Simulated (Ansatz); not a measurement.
Runs of Ansatz 0.2.0 on InP. Symmetry: F-43m, No. 216, cubic system. The conventional cell has a = 5.861 Å, b = 5.861 Å, c = 5.861 Å, α = 90.00°, β = 90.00°, γ = 90.00°. Around In (site symmetry -43m) lie 4 P at 2.54 Å. P (site symmetry -43m) has 4 In at 2.54 Å as nearest neighbours. 

| task | level | spin | cell | k mesh | cutoff (eV) | points for each segment of the path | target pressure (GPa) | gap on the mesh (eV) | pressure (GPa) |
| --- | --- | --- | --- | --- | --- | --- | --- | --- | --- |
| band structure | PBEsol | SOC, no magnetisation | as given | 6 × 6 × 6 | 420 | 14 | - | 0.59 | 0.5 |
| relaxation of cell and atoms | LDA | off | relaxed to 5 GPa | 8 × 8 × 8 | 420 | - | 5 | (a) | 5.0 |
| band structure | RPBE | off | as given | 8 × 8 × 8 | 420 | 14 | - | 0.85 | 5.2 |
| band structure | PBE | off | as given | 8 × 8 × 8 | 420 | 14 | - | 0.72 | 3.3 |
| band structure | revPBE | off | as given | 8 × 8 × 8 | 420 | 14 | - | 0.81 | 4.7 |
| band structure | PBEsol | off | as given | 6 × 6 × 6 | 420 | 14 | - | 0.61 | 0.6 |
| relaxation of cell and atoms | LDA | off | relaxed to 2 GPa | 8 × 8 × 8 | 420 | - | 2 | 0.72 | 2.0 |
| band structure | r2SCAN | off | as given | 8 × 8 × 8 | 500 | 14 | - | (b) | 1.7 |
| band structure | LDA | off | as given | 8 × 8 × 8 | 420 | 14 | - | 0.48 | -1.2 |
| relaxation of cell and atoms | LDA | off | relaxed to 30 GPa | 8 × 8 × 8 | 420 | - | 30 | 1.06 | 30.0 |
| relaxation of cell and atoms | LDA | off | relaxed | 8 × 8 × 8 | 420 | - | - | 0.58 | 0.0 |

Alike in all rows: potentials or basis Ansatz PAW; smearing fermi-dirac 0.05 eV.

Estimate the missing entries.

(a) 0.90; (b) 1.16.

Caveats: the PAW data sets come from PBE, with cores solved anew for the run's functional, which leaves a small shift of forces and pressure (some runs); spin-orbit coupling is left out, which moves the levels of the heavy elements (some runs); the plane-wave basis is chosen anew once the cell has moved, so the energies of steps on either side of that aren't comparable (some runs).

A k mesh can miss the band edges, and rows without SOC leave out spin-orbit coupling on In.
